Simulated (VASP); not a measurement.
A run of VASP 6.6.1 is set up as follows.

The input POSCAR:

```
CsPbBr3
1.0
    5.9429132838      0.0000000000      0.0000000000
    0.0000000000      5.9429132838      0.0000000000
    0.0000000000      0.0000000000      5.9429132838
Cs Pb Br
1 1 3
Direct
    0.0000000000      0.0000000000      0.0000000000
    0.5000000000      0.5000000000      0.5000000000
    0.0000000000      0.5000000000      0.5000000000
    0.5000000000      0.0000000000      0.5000000000
    0.5000000000      0.5000000000      0.0000000000
```

The input INCAR.step1:

```
SYSTEM = CsPbBr3
PREC = Accurate
ENCUT = 520
ISMEAR = 0
SIGMA = 0.01
LREAL = .FALSE.
LASPH = .TRUE.
NELM = 100
NBANDS = 30
GGA = PE
ALGO = Normal
EDIFF = 1E-4
LWAVE = .TRUE.
LCHARG = .FALSE.
```

INCAR.step2

```
SYSTEM = CsPbBr3
PREC = Accurate
ENCUT = 520
EDIFF = 1E-7
ISMEAR = 0
SIGMA = 0.01
LREAL = .FALSE.
LASPH = .TRUE.
NELM = 100
ALGO = Normal
ISIF = 2
LWAVE = .FALSE.
LCHARG = .FALSE.
METAGGA = R2SCAN
LMIXTAU = .TRUE.
NBANDS = 30
ISTART = 1
```

Contents of KPOINTS:

```
Automatic mesh
0
G
  4 4 4
  0 0 0
```

Potentials or basis: VASP PAW PBE potentials, release 64 (Cs_sv, Pb_d, Br).

The run is started by

```bash
$ cat potpaw_PBE.64/Cs_sv/POTCAR potpaw_PBE.64/Pb_d/POTCAR potpaw_PBE.64/Br/POTCAR > POTCAR
$ cp INCAR.step1 INCAR
$ mpirun -np 1 vasp_std > vasp.out
$ cp INCAR.step2 INCAR
$ mpirun -np 1 vasp_std > vasp.out
```

(1) What does it give for the pressure?

(2) Predict the band gap on the k mesh.

## Answers

(1) 0.0 GPa.

(2) 2.06 eV, direct.

Caveat: the PAW data sets were made with another functional, which shifts forces and pressure a little; spin-orbit coupling is left out, which as a rule narrows the gap of such compounds by several tenths of an eV.
